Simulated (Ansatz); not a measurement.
The system is HgTe.

```
CELL_PARAMETERS angstrom
-3.04560 3.04560 1.55941
3.04560 -3.04560 1.55941
3.04560 3.04560 -1.55941
ATOMIC_POSITIONS crystal
Hg 0.75000 0.25000 0.50000
Te 0.00000 0.00000 0.00000
```

Measurements of this composition are mostly on another form, of space group No. 216.

| Item | Value |
| --- | --- |
| Program | Ansatz 0.2.0 |
| Task | relaxation of cell and atoms |
| Functional | HSE03 |
| Potentials or basis | Ansatz PAW |
| Cutoff | 420 eV (not typed: the program's choice for these potentials) |
| k mesh | 5 × 5 × 5 |
| Occupations | fermi-dirac, width 0.05 eV |
| Spin | no spin polarisation |

At the start: volume 28.93 Å³/atom.

Problem. Where does the relaxation end?

Solution. It ends after 9 steps and the volume is 28.10 Å³/atom (-2.9 %); space group I-4m2 (No. 119, to 0.05 Å).

The path:
| step | energy change (eV) | largest force (eV/Å) | volume (Å³) |
| --- | --- | --- | --- |
| 1 | 0.0000 | 0.0000 | 57.86 |
| 2 | -0.0806 | 0.0000 | 55.69 |
| 3 | -0.1859 | 0.0000 | 56.04 |
| 4 | -0.2073 | 0.0000 | 56.05 |
| 5 | -0.2096 | 0.0000 | 56.08 |
| 6 | -0.2096 | 0.0000 | 56.19 |
| 7 | -0.2094 | 0.0000 | 56.19 |
| 8 | -0.2094 | 0.0000 | 56.20 |
| 9 | -0.2094 | 0.0000 | 56.20 |

Final structure:
```cif
data_structure
_symmetry_space_group_name_H-M 'P 1'
_symmetry_Int_Tables_number 1
_cell_length_a 4.3863
_cell_length_b 4.3863
_cell_length_c 4.3863
_cell_angle_alpha 98.944
_cell_angle_beta 98.944
_cell_angle_gamma 133.556
_cell_volume 56.20
loop_
_atom_site_label
_atom_site_type_symbol
_atom_site_fract_x
_atom_site_fract_y
_atom_site_fract_z
_atom_site_occupancy
Hg1 Hg 0.75000 0.25000 0.50000 1
Te1 Te 0.00000 0.00000 0.00000 1
```

Caveat: the k mesh is coarse (spacing up to 0.45 Å⁻¹), so the values aren't converged, least of all with exact exchange; the plane-wave basis is chosen anew once the cell has moved, so the energies of steps on either side of that aren't comparable; the PAW data sets come from PBE, with cores solved anew for the run's functional, which leaves a small shift of forces and pressure.
